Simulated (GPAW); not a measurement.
Runs of GPAW 26.7.0 on GaN. The structure is hexagonal, space group P6_3mc (No. 186). The conventional cell has a = 3.180 Å, b = 3.180 Å, c = 5.166 Å, α = 90.00°, β = 90.00°, γ = 120.00°. Ga (site symmetry 3m) has 4 N at 1.94 to 1.95 Å as nearest neighbours. N (site symmetry 3m) has 4 Ga at 1.94 to 1.95 Å as nearest neighbours. 

```tsv
task	level	potentials or basis	cell	k mesh	cutoff (eV)	smearing	response ecut	frequency	extrapolate	vertex	qp bands	other keys	mesh quality	gap on the mesh (eV)	pressure (GPa)	relaxed volume (Å³/atom)	largest force (eV/Å)
relaxation of cell and atoms	PBEsol+D3(BJ)	PAW data sets generated in the run's folder for this functional, pw	relaxed	7 × 7 × 4	800	fermi-dirac 0.05 eV	-	-	-	-	-	-	not flagged	1.86	-0.1	11.63	0.02
hybrid scf	TPSSh	GPAW PAW data sets (gpaw-data 1.2.1), pw	as given	4 × 4 × 2	550	fermi-dirac 0.001 eV	-	-	-	-	-	-	coarse	2.67	-	-	-
relaxation of cell and atoms	BLYP+D3	PAW data sets generated in the run's folder for this functional, pw	relaxed	7 × 7 × 4	800	fermi-dirac 0.05 eV	-	-	-	-	-	-	not flagged	(a)	0.1	12.04	0.01
one-shot levels on a semilocal density	r2SCAN	GPAW PAW data sets (gpaw-data 1.2.1), pw	as given	6 × 6 × 3	550	fermi-dirac 0.05 eV	-	-	-	-	-	several, not listed	coarse	2.49	-	-	-
relaxation of cell and atoms	OLYP+D4	PAW data sets generated in the run's folder for this functional, pw	relaxed	7 × 7 × 4	800	fermi-dirac 0.05 eV	-	-	-	-	-	-	not flagged	2.29	-0.2	(c)	0.01
single point	LDA	the program's PAW data sets (release 1.2.1) made for this functional, pw	as given	8 × 8 × 4	600	fermi-dirac 0.01 eV	-	-	-	-	-	-	not flagged	2.08	-2.7	-	(b)
```

Alike in all rows: no spin polarisation.

Estimate the missing entries.

(a) 1.73; (b) 0.17; (c) 11.27.

Caveats: some runs use coarse meshes; the data sets keep Ga 3d, Li 1s and Be 1s frozen, and some such compounds lay over 1.5 % in volume off other programs (some runs); later steps reuse the first step's grids (some runs); the PAW data sets were made with another functional, which shifts forces and pressure a little (some runs); exact exchange converges slowly with the k mesh, and this mesh is small (some runs); the scaled meta-GGA exchange is a class typed in the script (some runs); energy and the plain gap are those of the semilocal run (some runs); the hybrids' values are one shot on its orbitals and mesh (some runs).

A k mesh can miss the band edges, and the runs leave out spin-orbit coupling on Ga.

Runs at the PBE level aren't shown here.
